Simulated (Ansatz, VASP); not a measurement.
# One calculation of HfO2, two programs

The input POSCAR:

```
HfO2
1.0
   -0.1222723072      2.4978485615      2.4978485615
    2.4978485615     -0.1222723072      2.4978485615
    2.4978485615      2.4978485615     -0.1222723072
Hf O
1 2
Direct
    0.0000000000      0.0000000000      0.0000000000
    0.2500000000      0.2500000000      0.2500000000
    0.7500000000      0.7500000000      0.7500000000
```

The input INCAR.step1:

```
ALGO = Normal
EDIFF = 1E-4
ENCUT = 520
GGA = PE
ISMEAR = 0
LASPH = True
LCHARG = False
LREAL = False
LWAVE = True
NBANDS = 18
NELM = 60
PREC = Accurate
SIGMA = 0.05
```

The input INCAR.step2:

```
ALGO = Normal
EDIFF = 1E-6
ENCUT = 520
ISIF = 2
ISMEAR = 0
ISTART = 1
LASPH = True
LCHARG = True
LELF = True
LMIXTAU = True
LREAL = False
LVHAR = True
LWAVE = False
METAGGA = R2SCAN
NBANDS = 18
NELM = 60
PREC = Accurate
SIGMA = 0.05
```

Contents of KPOINTS:

```
k-points
0
Gamma
  8 8 8
```

Input for Ansatz:

```yaml
crystal:
  lattice:
    - [-0.1222723072, 2.4978485615, 2.4978485615]
    - [2.4978485615, -0.1222723072, 2.4978485615]
    - [2.4978485615, 2.4978485615, -0.1222723072]
  atoms:
    - { symbol: Hf, position: [0.0, 0.0, 0.0] }
    - { symbol: O, position: [0.25, 0.25, 0.25] }
    - { symbol: O, position: [0.75, 0.75, 0.75] }
basis:
  ecutwfc: 500
kpoints:
  mp_grid: { grid: [8, 8, 8] }
hamiltonian:
  xc: r2scan
scf:
  occupations: { method: gaussian, width: 0.05 }
output:
  forces: true
  stress: true
  eigenvalues: true
```

Alike in both runs: task single point; functional r2SCAN; k mesh 8 × 8 × 8; occupations gaussian, width 0.05 eV; no spin polarisation.

|  | VASP | Ansatz |
| --- | --- | --- |
| version | VASP 6.6.1 | Ansatz 0.2.0 |
| potentials or method | VASP PAW PBE potentials, release 64 (Hf_pv, O) | scalar-relativistic, plane waves, PAW |
| plane-wave cutoff (eV) | 520 | 500 |
| valence electrons in the cell | 22 | 38 |

```tsv
	VASP	Ansatz	Ansatz less VASP
gap on the k mesh at the Fermi level (eV)	4.28	4.27	-0.007
least direct gap on the mesh (eV)	4.28	4.27	-0.007
pressure (GPa)	-10.3	-6.7	+3.58
largest component of the traceless stress (GPa)	4.79	5.11	+0.320
rms of the force components (eV/Å)	0.286	0.317	+0.0304
```

Atom by atom the forces differ by 0.030 eV/Å (rms over components). The two sets of potentials don't hold the same shells in valence.

Caveats: the PAW data sets were made with another functional, which shifts forces and pressure a little (VASP); spin-orbit coupling is left out, which moves the levels of the heavy elements. r2SCAN opens gaps a little over a GGA but as a rule still falls short of measured ones. A k mesh can miss the band edges.
